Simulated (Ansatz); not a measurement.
# Co: what a missing neighbour costs

These are results of Ansatz 0.2.0, DFT PBE, scalar-relativistic, plane waves, PAW, not measurements.

Cutoff 420 eV, Γ-centred meshes of like density (1×1×13 for the 16-atom cell), Gaussian smearing of 0.05 eV, energies at zero smearing and 0 K, each start's symmetry kept, collinear spin.

Bulk Co (P6_3/mmc) has 12 nearest neighbours at 2.48 Å and a cohesive energy of 5.02 eV against the spin-polarised free atom. These structures stand in vacuum and were relaxed; neighbours count within 1.1 bulk bonds.

```csv
start,atoms × neighbours,mean bond (Å),energy over bulk (eV/atom)
"[001] wire, 16 host atoms a period","3×4, 2×6, 4×7, 4×10, 2×11, 1×12",2.42,1.01
"[001] wire, 18 host atoms a period","1×4, 4×5, 4×7, 2×9, 4×10, 3×12",2.42,0.95
```

Task: Compare two estimates without free parameters: bonds of fixed strength, and a band energy that grows as the square root of coordination.

Result: With fixed bonds an atom with z neighbours loses E_coh(1 − z/12); in the second-moment picture the band narrows as √z and it loses E_coh(1 − √(z/12)). Averaged over the atoms, in eV:
```csv
start,fixed bonds,square root,computed
"[001] wire, 16 host atoms a period",1.73,1.01,1.01
"[001] wire, 18 host atoms a period",1.63,0.95,0.95
```

The rms misses are 0.70 and 0.01 eV. Fixed bonds overshoot every row: the bonds that remain grow stronger when neighbours are missing, which the square root captures in part, and the bonds shorten by up to 2 %. What is left over reflects bond lengths, electronic shells, hybridisation and moments, which neither estimate holds.

Each run keeps its start's symmetry and one magnetic start, so lower states can exist.

Cost: 2 runs of about 2.6 core-hours in all, on Arm Neoverse V2 (shared hosts).

The excess energy of both wires follows the square root of coordination almost exactly, as expected for a metal bound mainly by a partly filled d band. Band width scales with the root of the summed squared hopping, so each further neighbour adds less binding than the one before, and an under-coordinated atom keeps more of its cohesion than bond counting allows. The thicker wire costs less per atom, 0.95 against 1.01 eV, because a larger share of its atoms is fully coordinated and fewer sit at four-neighbour sites.

The closeness of the match is probably partly fortuitous. The simple estimate scales the whole cohesive energy, including short-range repulsion and the exchange energy of the free atom, neither of which follows the band width. That cohesive energy also lies above the measured value for cobalt, likely because the functional describes the open-shell atom and the metal unequally. With two wires of similar average coordination, the data favour a sublinear law over fixed bonds but don't establish the square root for chains, small clusters or flat surfaces.
